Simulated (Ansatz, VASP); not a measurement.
**One calculation of Ta2N, two programs**

Contents of INCAR:

```
ALGO = Normal ; EDIFF = 1E-7
ENCUT = 520 ; GGA = PE
ISIF = 2 ; ISMEAR = 0
LASPH = True ; LCHARG = True
LELF = True ; LREAL = False
LVHAR = True ; LWAVE = False
NBANDS = 20 ; NELM = 80
PREC = Accurate ; SIGMA = 0.1
```

KPOINTS

```
k-points
0
Gamma
  15 15 10
```

The input POSCAR:

```
Ta2N
1.0
    3.2197882987      0.0000000000      0.0000000000
   -1.6098941493      2.7884184615      0.0000000000
    0.0000000000      0.0000000000      4.7449295784
Ta N
2 1
Direct
    0.6666666667      0.3333333333      0.7075646204
    0.3333333333      0.6666666667      0.2924353796
    0.0000000000      0.0000000000      0.0000000000
```

Input for Ansatz:

```yaml
crystal:
  lattice:
    - [3.2197882987, 0.0, 0.0]
    - [-1.6098941493, 2.7884184615, 0.0]
    - [0.0, 0.0, 4.7449295784]
  atoms:
    - { symbol: Ta, position: [0.6666666667, 0.3333333333, 0.7075646204] }
    - { symbol: Ta, position: [0.3333333333, 0.6666666667, 0.2924353796] }
    - { symbol: "N", position: [0.0, 0.0, 0.0] }
basis:
  ecutwfc: 420
kpoints:
  mp_grid: { grid: [15, 15, 10] }
hamiltonian:
  xc: pbe
scf:
  occupations: { method: gaussian, width: 0.1 }
output:
  forces: true
  stress: true
  eigenvalues: true
```

Alike in both runs: task single point; functional PBE; k mesh 15 × 15 × 10; occupations gaussian, width 0.1 eV; no spin polarisation.

|  | VASP | Ansatz |
| --- | --- | --- |
| version | VASP 6.6.1 | Ansatz 0.2.0 |
| potentials or method | VASP PAW PBE potentials, release 64 (Ta_pv, N) | scalar-relativistic, plane waves, PAW |
| plane-wave cutoff (eV) | 520 | 420 |
| valence electrons in the cell | 27 | 31 |

```tsv
	VASP	Ansatz	Ansatz less VASP
gap on the k mesh at the Fermi level (eV)	none	none	-
pressure (GPa)	-5.7	-6.0	-0.23
largest component of the traceless stress (GPa)	15.58	15.64	+0.065
rms of the force components (eV/Å)	2.164	2.186	+0.0220
```

Atom by atom the forces differ by 0.022 eV/Å (rms over components). A gap of «none» marks a metal or a gap that the smearing closes. The two sets of potentials don't hold the same shells in valence.

Caveats: forces of over 1 eV/Å show positions far from the minimum, so gaps and moduli don't describe the material at rest. Spin-orbit coupling is left out, which matters for the levels of Ta.
